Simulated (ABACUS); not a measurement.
# Ca (Immm) in ABACUS: reference runs

Aim: a first look at Ca with PBE, on the cell as given and on a disturbed one.

Everything below comes from runs of ABACUS 3.10.1. Logs are shortened: lines on timing, memory, paths and dates and some standing lists are left out, and cuts for length are marked.

### Step 1. The structure

Symmetry: Immm, No. 71, orthorhombic system. The conventional cell has a = 4.193 Å, b = 4.203 Å, c = 4.891 Å, α = 90.00°, β = 90.00°, γ = 90.00°. Ca (site symmetry mmm) has 12 Ca at 3.85 to 4.20 Å as nearest neighbours.

This isn't the form of Ca at room conditions, which is fcc.

### Step 2. Single point, PBE

Input file INPUT:

```
INPUT_PARAMETERS
suffix              Ca
calculation         scf
basis_type          pw
pseudo_dir          ./
symmetry            1
dft_functional      pbe
ecutwfc             68
pseudo_rcut         10
nspin               1
nbands              9
ks_solver           dav
smearing_method     fd
smearing_sigma      0.00367493
scf_thr             1e-08
scf_nmax            100
mixing_type         broyden
mixing_beta         0.7
cal_force           1
cal_stress          1
kpar                4
```

Input file STRU:

```
ATOMIC_SPECIES
Ca 40.0780 Ca.upf

LATTICE_CONSTANT
1.8897261246

LATTICE_VECTORS
-2.0964874600 2.1017318100 2.4453524600
2.0964874600 -2.1017318100 2.4453524600
2.0964874600 2.1017318100 -2.4453524600

ATOMIC_POSITIONS
Direct

Ca
0.0
1
0.5000000000 0.5000000000 0.0000000000 1 1 1
```

Input file KPT:

```
K_POINTS
0
Gamma
9 9 9 0 0 0
```

Potentials or basis: PseudoDojo NC SR 0.4.1 PBE standard, plane waves.

Launch:

```bash
OMP_NUM_THREADS=1 mpirun -np 4 abacus > log
```

running log:

```text
ABACUS v3.10.1

               Atomic-orbital Based Ab-initio Computation at UStc

 ------------------------------------------------------------------------------------

 READING GENERAL INFORMATION
                           global_out_dir = OUT.Ca/
                           global_in_card = INPUT
                               pseudo_dir = ./
                              orbital_dir =
                                    DSIZE = 4
                                    GSIZE = 1

 READING UNITCELL INFORMATION
                                    ntype = 1
                  lattice constant (Bohr) = 1.88973
              lattice constant (Angstrom) = 1

 READING ATOM TYPE 1
                               atom label = Ca
                      L=0, number of zeta = 1
                      L=1, number of zeta = 1
                      L=2, number of zeta = 1
             number of atom for this type = 1

                        TOTAL ATOM NUMBER = 1
DIRECT COORDINATES
    atom                   x                   y                   z     mag                  vx                  vy                  vz
taud_Ca1            0.5000000000        0.5000000000        0.0000000000  0.0000        0.0000000000        0.0000000000        0.0000000000

                          Volume (Bohr^3) = 290.849
                             Volume (A^3) = 43.0993

 Lattice vectors: (Cartesian coordinate: in unit of a_0)
             -2.09649            +2.10173            +2.44535
             +2.09649            -2.10173            +2.44535
             +2.09649            +2.10173            -2.44535
 Reciprocal vectors: (Cartesian coordinate: in unit of 2 pi/a_0)
                   +0           +0.237899            +0.20447
            +0.238494                  +0            +0.20447
            +0.238494           +0.237899                  +0
 The esolver type has been set to : ksdft_pw

                PAO radial cut off (Bohr) = 10

 Read in pseudopotential file is Ca.upf
                     pseudopotential type = NC
          exchange-correlation functional = PBE
                 nonlocal core correction = 1
                        valence electrons = 10
                                     lmax = 2
                           number of zeta = 3
                     number of projectors = 6
                           L of projector = 0
                           L of projector = 0
                           L of projector = 1
                           L of projector = 1
                           L of projector = 2
                           L of projector = 2
     initial pseudo atomic orbital number = 5

 SETUP THE ELECTRONS NUMBER
            electron number of element Ca = 10
      total electron number of element Ca = 10
            AUTOSET number of electrons:  = 10
                           occupied bands = 5
                                   NBANDS = 9
                                   NLOCAL = 9

%%%%%%%%%%%%%%%%%%%%%%%%%%%%%%%%%%%%%%%%%%%%%%%%%%%%%%%%%%%%%%%%%%%%%%%%%%%%%%%%%%%%%%%%%%%%%%%%%%%%%%%%%%
 Warning: the number of valence electrons in pseudopotential > 2 for Ca: [Ar] 4s2
 Pseudopotentials with additional electrons can yield (more) accurate outcomes, but may be less efficient.
 If you're confident that your chosen pseudopotential is appropriate, you can safely ignore this warning.
%%%%%%%%%%%%%%%%%%%%%%%%%%%%%%%%%%%%%%%%%%%%%%%%%%%%%%%%%%%%%%%%%%%%%%%%%%%%%%%%%%%%%%%%%%%%%%%%%%%%%%%%%%

 SETUP THE PLANE WAVE BASIS
 energy cutoff for charge/potential (unit:Ry) = 272
            fft grid for charge/potential = [ 40, 40, 40 ]
                        fft grid division = [ 1, 1, 1 ]
        big fft grid for charge/potential = [ 40, 40, 40 ]
                                     nbxx = 64000
                                     nrxx = 64000

 SETUP PLANE WAVES FOR CHARGE/POTENTIAL
                    number of plane waves = 21937
                         number of sticks = 1125

 PARALLEL PW FOR CHARGE/POTENTIAL
     PROC   COLUMNS(POT)             PW
        1           1125          21937
 --------------- sum -------------------
        1           1125          21937
                            number of |g| = 3031
                                  max |g| = 24.5972
                                  min |g| = 0

----------- Double Check Mixing Parameters Begin ------------
mixing_type: broyden
mixing_beta: 0.7
mixing_gg0: 1
mixing_gg0_min: 0.1
mixing_ndim: 8
----------- Double Check Mixing Parameters End ------------

 LATTICE VECTORS: (CARTESIAN COORDINATE: IN UNIT OF A0)
             -2.09649            +2.10173            +2.44535
             +2.09649            -2.10173            +2.44535
[... 37 lines left out ...]
                                       S1 = 3
                                       S3 = 0
                                       S4 = 0
                                       S6 = 0
               POINT GROUP IN SPACE GROUP = D_2h

 SETUP K-POINTS
                                    nspin = 1
                   Input type of k points = Monkhorst-Pack(Gamma)
                                   nkstot = 729
                       right hand lattice = 1
(for reciprocal lattice: )
                             BRAVAIS TYPE = 10
                     BRAVAIS LATTICE NAME = 10. Orthorhombic F (face-centered)
                                    ibrav = 10
                       right hand lattice = 1
(for k-lattice: )
                             BRAVAIS TYPE = 10
                     BRAVAIS LATTICE NAME = 10. Orthorhombic F (face-centered)
                                    ibrav = 10
                       right hand lattice = 1
                        ROTATION MATRICES = 8
                               nkstot_ibz = 125
K-POINTS REDUCTION ACCORDING TO SYMMETRY
     IBZ    DIRECT_X    DIRECT_Y    DIRECT_Z  WEIGHT  ibz2bz
       1  0.00000000  0.00000000  0.00000000  0.0014       0
       2  0.00000000 -0.11111111  0.11111111  0.0055       1
       3  0.00000000 -0.22222222  0.22222222  0.0055       2
       4  0.00000000 -0.33333333  0.33333333  0.0055       3
       5  0.00000000 -0.44444444  0.44444444  0.0055       4
       6 -0.11111111  0.00000000  0.11111111  0.0055       9
[... 22 lines left out ...]
      29  0.33333333 -0.44444444  0.11111111  0.0110      32
      30 -0.33333333  0.33333333  0.00000000  0.0055      33
[... 95 further k points ...]

                               nkstot now = 125
[... K-POINTS DIRECT COORDINATES: 125 rows ...]

           k-point number in this process = 32
       minimum distributed K point number = 31
[... stars of the k points ...]

[... K-POINTS CARTESIAN COORDINATES: 32 rows ...]

[... K-POINTS DIRECT COORDINATES: 32 rows ...]

 SETUP PLANE WAVES FOR WAVE FUNCTIONS
     energy cutoff for wavefunc (unit:Ry) = 68
              fft grid for wave functions = [ 40, 40, 40 ]
                    number of plane waves = 3841
                         number of sticks = 349

 PARALLEL PW FOR WAVE FUNCTIONS
     PROC   COLUMNS(POT)             PW
        1            349           3841
 --------------- sum -------------------
        1            349           3841

 SETUP NONLOCAL PSEUDOPOTENTIALS IN PLANE WAVE BASIS
 Ca non-local projectors:
 projector 1 L=0
 projector 2 L=0
 projector 3 L=1
 projector 4 L=1
 projector 5 L=2
 projector 6 L=2
      TOTAL NUMBER OF NONLOCAL PROJECTORS = 18

 Init Non-Local PseudoPotential table :
 Init Non-Local-Pseudopotential done.

                                     npwx = 2781

 Make real space PAO into reciprocal space.
       max mesh points in Pseudopotential = 1001
     dq(describe PAO in reciprocal space) = 0.01
                                    max q = 994

 number of pseudo atomic orbitals for Ca is 3
WARNING: norm of atomic wavefunction # 3 of atomic type Ca is 0.998766, renormalized

 -------------------------------------------
 SELF-CONSISTENT
 -------------------------------------------
                                 init_chg = atomic

 PW ALGORITHM --------------- ION=   1  ELEC=   1--------------------------------
 Notice: Threshold on eigenvalues was too large.
 hsover_error=0.1 > DRHO=0.00127472
 Origin diag ethr = 0.01
 New diag ethr = 1.27472e-05

 Density error is 0.00137836761137
                          Error Threshold = 1.27471906178e-05
----------------------------------------------------------
     Energy           Rydberg                 eV
----------------------------------------------------------
 E_KohnSham     -77.4237372179       -1053.4039866184
 E_Harris       -77.3157527484       -1051.9347825368
 E_Fermi        0.3586141936         4.8791964162
----------------------------------------------------------
[... 51 lines left out ...]
 Density error is 5.85427645566e-10
                          Error Threshold = 3.06426456582e-10
----------------------------------------------------------
     Energy           Rydberg                 eV
----------------------------------------------------------
 E_KohnSham     -77.4239471166       -1053.4068424364
 E_KS(sigma->0) -77.4234576038       -1053.4001822736
 E_Harris       -77.4240810374       -1053.4086645229
 E_band         -12.9731357382       -176.5085669664
 E_one_elec     -39.2958374376       -534.6472968336
 E_Hartree      20.0358876901        272.6022370729
 E_xc           -14.5738058627       -198.2868012787
 E_Ewald        -43.5892124808       -593.0616610714
 E_entropy(-TS) -0.0009790255        -0.0133203255
 E_descf        0.0000000000         0.0000000000
 E_exx          0.0000000000         0.0000000000
 E_Fermi        0.3600007958         4.8980621070
----------------------------------------------------------

 charge density convergence is achieved
 final etot is -1053.4068424 eV
 EFERMI = 4.898062107 eV

 STATE ENERGY(eV) AND OCCUPATIONS    NSPIN == 1
 1/32 kpoint (Cartesian) = 0.0000 0.0000 0.0000 (2781 pws)
       1       -37.2298     0.00274348
       2       -18.1453     0.00274348
       3       -18.1449     0.00274348
       4       -18.1339     0.00274348
       5       0.884995     0.00274348
       6        7.03550    7.46001e-22
       7        7.04879    5.71856e-22
       8        7.62799    5.32649e-27
       9        7.74800    4.83104e-28
[... 45 lines left out ...]
 6/32 kpoint (Cartesian) = 0.026499 0.0000 -0.022719 (2781 pws)
       1       -37.2283      0.0109739
       2       -18.1573      0.0109739
       3       -18.1489      0.0109739
       4       -18.1376      0.0109739
       5        1.09502      0.0109739
       6        6.94564    1.80016e-20
       7        7.06557    1.63533e-21
       8        7.63678    1.78704e-26
       9        7.69513    5.56354e-27

[... levels at 26 further k points ...]

------------------------------------------------------------------------------------------
 TOTAL-FORCE (eV/Angstrom)
------------------------------------------------------------------------------------------
                       Ca1         0.0000000000         0.0000000000         0.0000000000
------------------------------------------------------------------------------------------

----------------------------------------------------------------
 TOTAL-STRESS (KBAR)
----------------------------------------------------------------
        -4.9228503488        -0.0000000000        -0.0000000000
         0.0000000000        -5.1597549242        -0.0000000000
        -0.0000000000         0.0000000000        -2.3594078271
----------------------------------------------------------------
 TOTAL-PRESSURE: -4.147338 KBAR

 --------------------------------------------
 !FINAL_ETOT_IS -1053.4068424363629219 eV
 --------------------------------------------
```

Wall time 13 s (4 MPI ranks of AMD EPYC 9R14 (Zen 4), shared host); peak memory 0.32 GiB.

Results:

| Item | Value |
| --- | --- |
| Free energy | -1053.4068 eV |
| Pressure | -0.4 GPa |
| Band gap on the k mesh | none (metal or under the smearing width) |

### Step 3. Single point, PBE (cell strained at random at fixed volume)

Changes to INPUT since step 2:

```diff
@@ -20,2 +20,4 @@
 cal_stress          1
-kpar                4
+out_chg             1
+out_pot             2
+out_elf             1
```

Input file STRU:

```
ATOMIC_SPECIES
Ca 40.0780 Ca.upf

LATTICE_CONSTANT
1.8897261246

LATTICE_VECTORS
-2.0939700000 2.1278440000 2.4131570000
2.1709280000 -2.1263730000 2.4778720000
2.0333720000 2.0659260000 -2.4118930000

ATOMIC_POSITIONS
Direct

Ca
0.0
1
0.5037870000 0.5121010000 0.0037970000 1 1 1
```

KPT is that of step 2.

Potentials or basis: PseudoDojo NC SR 0.4.1 PBE standard, plane waves.

Launch:

```bash
OMP_NUM_THREADS=1 mpirun -np 4 abacus > log
```

running log:

```text
ABACUS v3.10.1

               Atomic-orbital Based Ab-initio Computation at UStc

 ------------------------------------------------------------------------------------

 READING GENERAL INFORMATION
                           global_out_dir = OUT.Ca/
                           global_in_card = INPUT
                               pseudo_dir = ./
                              orbital_dir =
                                    DSIZE = 4
                                    GSIZE = 1

 READING UNITCELL INFORMATION
                                    ntype = 1
                  lattice constant (Bohr) = 1.88973
              lattice constant (Angstrom) = 1

 READING ATOM TYPE 1
                               atom label = Ca
                      L=0, number of zeta = 1
                      L=1, number of zeta = 1
                      L=2, number of zeta = 1
             number of atom for this type = 1

                        TOTAL ATOM NUMBER = 1
DIRECT COORDINATES
    atom                   x                   y                   z     mag                  vx                  vy                  vz
taud_Ca1            0.5037870000        0.5121010000        0.0037970000  0.0000        0.0000000000        0.0000000000        0.0000000000

                          Volume (Bohr^3) = 290.849
                             Volume (A^3) = 43.0993

 Lattice vectors: (Cartesian coordinate: in unit of a_0)
             -2.09397            +2.12784            +2.41316
             +2.17093            -2.12637            +2.47787
             +2.03337            +2.06593            -2.41189
 Reciprocal vectors: (Cartesian coordinate: in unit of 2 pi/a_0)
         +0.000220049           +0.238391           +0.204381
            +0.234749          +0.0033315           +0.200761
            +0.241391           +0.241938         -0.00387093
 The esolver type has been set to : ksdft_pw

                PAO radial cut off (Bohr) = 10

 Read in pseudopotential file is Ca.upf
                     pseudopotential type = NC
          exchange-correlation functional = PBE
                 nonlocal core correction = 1
                        valence electrons = 10
                                     lmax = 2
                           number of zeta = 3
[... 204 lines left out ...]
 Origin diag ethr = 0.01
 New diag ethr = 1.27214e-05

 Density error is 0.00138156231562
                          Error Threshold = 1.27214051828e-05
----------------------------------------------------------
     Energy           Rydberg                 eV
----------------------------------------------------------
 E_KohnSham     -77.4235282023       -1053.4011428155
 E_Harris       -77.3155549001       -1051.9320906736
 E_Fermi        0.3585818501         4.8787563613
----------------------------------------------------------
[... 51 lines left out ...]
 Density error is 5.40459129111e-10
                          Error Threshold = 3.14089025579e-10
----------------------------------------------------------
     Energy           Rydberg                 eV
----------------------------------------------------------
 E_KohnSham     -77.4237386362       -1053.4040059151
 E_KS(sigma->0) -77.4232705110       -1053.3976367448
 E_Harris       -77.4238670300       -1053.4057528019
 E_band         -12.9741761684       -176.5227227456
 E_one_elec     -39.3086455953       -534.8215607590
 E_Hartree      20.0418741374        272.6836868674
 E_xc           -14.5739479832       -198.2887349273
 E_Ewald        -43.5820829446       -592.9646587557
 E_entropy(-TS) -0.0009362504        -0.0127383406
 E_descf        0.0000000000         0.0000000000
 E_exx          0.0000000000         0.0000000000
 E_Fermi        0.3599579375         4.8974789900
----------------------------------------------------------

 charge density convergence is achieved
 final etot is -1053.4040059 eV
 EFERMI = 4.89747899 eV
The vacuum level is 6.5149730106 eV

 STATE ENERGY(eV) AND OCCUPATIONS    NSPIN == 1
 1/365 kpoint (Cartesian) = 0.0000 0.0000 0.0000 (691 pws)
       1       -37.2315     0.00274348
       2       -18.1475     0.00274348
       3       -18.1457     0.00274348
       4       -18.1350     0.00274348
       5       0.885396     0.00274348
       6        6.95004    4.07337e-21
       7        7.10278    1.91989e-22
       8        7.62795    5.26937e-27
       9        7.76375    3.48460e-28
[... 45 lines left out ...]
 6/365 kpoint (Cartesian) = 0.026083 0.00037017 0.022307 (690 pws)
       1       -37.2302     0.00548697
       2       -18.1566     0.00548697
       3       -18.1498     0.00548697
       4       -18.1397     0.00548697
       5        1.08784     0.00548697
       6        6.86185    4.75388e-20
       7        7.04816    1.14484e-21
       8        7.67392    4.20225e-27
       9        7.74809    9.53226e-28

[... levels at 359 further k points ...]

------------------------------------------------------------------------------------------
 TOTAL-FORCE (eV/Angstrom)
------------------------------------------------------------------------------------------
                       Ca1         0.0000000000         0.0000000000         0.0000000000
------------------------------------------------------------------------------------------

----------------------------------------------------------------
 TOTAL-STRESS (KBAR)
----------------------------------------------------------------
        -5.5034254109         2.8207818803        -4.2213818508
         2.8207818803        -4.8038455345        -0.5182320806
        -4.2213818508        -0.5182320806        -2.0688459415
----------------------------------------------------------------
 TOTAL-PRESSURE: -4.125372 KBAR

 --------------------------------------------
 !FINAL_ETOT_IS -1053.4040059151293462 eV
 --------------------------------------------
```

stdout:

```text
ABACUS v3.10.1

               Atomic-orbital Based Ab-initio Computation at UStc

%%%%%%%%%%%%%%%%%%%%%%%%%%%%%%%%%%%%%%%%%%%%%%%%%%%%%%%%%%%%%%%%%%%%%%%%%%%%%%%%%%%%%%%%%%%%%%%%%%%%%%%%%
 Warning: the number of valence electrons in pseudopotential > 2 for Ca: [Ar] 4s2
[... 31 lines left out ...]
 TOTAL-STRESS (KBAR)
----------------------------------------------------------------
        -5.5034254109         2.8207818803        -4.2213818508
         2.8207818803        -4.8038455345        -0.5182320806
        -4.2213818508        -0.5182320806        -2.0688459415
----------------------------------------------------------------
 TOTAL-PRESSURE: -4.125372 KBAR
```

It took 43 s on 4 MPI ranks of AMD EPYC 9R14 (Zen 4), shared host; peak memory 0.36 GiB.

Results:

* Free energy: -1053.4040 eV
* Pressure: -0.4 GPa
* Band gap on the k mesh: none (metal or under the smearing width)
